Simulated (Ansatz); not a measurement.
**AlRu: what a guessed cell relaxes into**

Where does this trial cell of AlRu go when cell and atoms are let free?

Computed with Ansatz 0.2.0 (DFT PBE, scalar-relativistic, plane waves, PAW, unless a step's input says otherwise).

1 further run of the same task is left out (it didn't finish).

### 1 The system as given

Symmetry: Cmmm, No. 65, orthorhombic system. The conventional cell has a = 4.020 Å, b = 7.122 Å, c = 4.420 Å, α = 90.00°, β = 90.00°, γ = 90.00°. Al (site symmetry m2m) is surrounded by 1 Al at 2.07 Å and 2 Ru at 2.26 Å. Ru (site symmetry mmm) is surrounded by 4 Al at 2.44 Å. Ru (site symmetry mmm) has 6 Al at 2.26 to 2.53 Å as nearest neighbours.

Structure file:

```cif
data_structure
_symmetry_space_group_name_H-M 'Cmmm'
_symmetry_Int_Tables_number 65
_cell_length_a 4.0202
_cell_length_b 7.1219
_cell_length_c 4.4201
_cell_angle_alpha 90.000
_cell_angle_beta 90.000
_cell_angle_gamma 90.000
_cell_volume 126.55
loop_
_atom_site_label
_atom_site_type_symbol
_atom_site_symmetry_multiplicity
_atom_site_Wyckoff_symbol
_atom_site_fract_x
_atom_site_fract_y
_atom_site_fract_z
_atom_site_occupancy
Al1 Al 4 j 0.50000 0.14541 0.50000 1
Ru1 Ru 2 b 0.50000 0.00000 0.00000 1
Ru2 Ru 2 d 0.00000 0.00000 0.50000 1
```

Recipe of the guess: random cell by space group and Wyckoff sites (Cmmm, No. 65). Lengths come from tabulated atomic sizes and are only a guess.

### 2 A first look at the guess

Input file input.yaml:

```yaml
crystal:
  lattice:
    - [2.01007893, -3.56093592, 0.0]
    - [2.01007893, 3.56093592, 0.0]
    - [0.0, 0.0, 4.42009412]
  atoms:
    - { symbol: Al, position: [0.35459283, 0.64540717, 0.5] }
    - { symbol: Al, position: [0.64540717, 0.35459283, 0.5] }
    - { symbol: Ru, position: [0.5, 0.5, 0.0] }
    - { symbol: Ru, position: [0.0, 0.0, 0.5] }
basis:
  ecutwfc: 420
kpoints:
  mp_grid: { grid: [6, 6, 4] }
hamiltonian:
  xc: pbe
scf:
  occupations: { method: gaussian, width: 0.1 }
  lower_state_search: "off"
output:
  forces: true
  stress: true
  eigenvalues: true
```

Run with:

```console
> ansatz run input.yaml --threads 1 --pin off --max-ram 2560MiB --backend cpu --events-out ev --progress --plain --runs-dir out
```

Further runs follow: a loose first relaxation; spin check on a coarse mesh; relaxation on the finer mesh.

Before running it: what results should come out? Wanted: conventional cell; volume; energy over the elements; gap on the mesh; total moment.

The runs gave:

```
                              quantity                                                                      value
symmetry at the end (tolerance 0.05 Å)                                                  space group Cmmm (No. 65)
                     conventional cell  a = 4.884 Å, b = 9.104 Å, c = 2.836 Å, α = 90.00°, β = 90.00°, γ = 90.00°
                                volume                                                              15.76 Å³/atom
              energy over the elements                                                              +0.27 eV/atom
                       gap on the mesh                                                               none (metal)
                          total moment                                                               0.75 μB/cell
```

What this shows: The space group Cmmm (No. 65) is kept, at nearly the size of the first guess. With a positive formation energy it can't be a ground state. No finished test with a distortion of lower symmetry is shown, so the end may be a saddle point. Other magnetic orders were not searched.
